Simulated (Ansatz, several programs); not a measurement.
CuI built on the CsCl prototype, relaxed with PBE in Ansatz (plane waves, PAW): space group Pm-3m (No. 221), cubic; a = 3.649 Å in the conventional setting, 24.30 Å³ an atom. Around Cu lie 8 I at 3.16 Å; around I lie 8 Cu at 3.16 Å. The cell was then scaled with its shape and fractional coordinates held. The calculation is spin-unpolarised, and the structure need not be a phase that has been made.

```csv
V (Å³/atom),E (meV/atom)
22.845,12.78
23.574,3.10
24.303,0.00
25.761,9.25
```

(1) Pass a cubic E = c₀ + c₁u + c₂u² + c₃u³, with u = V − 24.121 Å³, through these points.

(2) Where is the minimum, and what bulk modulus follows?

(3) Predict the energy and the pressure at the withheld volume, 25.032 Å³.

## Answers

(1) c₀ = 0.22, c₁ = -2.162, c₂ = 5.434, c₃ = -0.4614 (meV and Å³).

(2) dE/du = 0 at u = +0.204, so V₀ = 24.33 Å³. B = V₀ d²E/dV² = 24.33 × (2c₂ + 6c₃u) = 24.33 × 10.302 = 251 meV/Å³, and 1 meV/Å³ is 0.16022 GPa: 40 GPa. A third-order Birch-Murnaghan fit to all five points gives 24.33 Å³ and 40 GPa.

(3) With u = +0.911: E ≈ 2.41 meV and P = −dE/dV ≈ -1.06 GPa. The run gives 2.37 meV and, from its stress, -1.05 GPa.
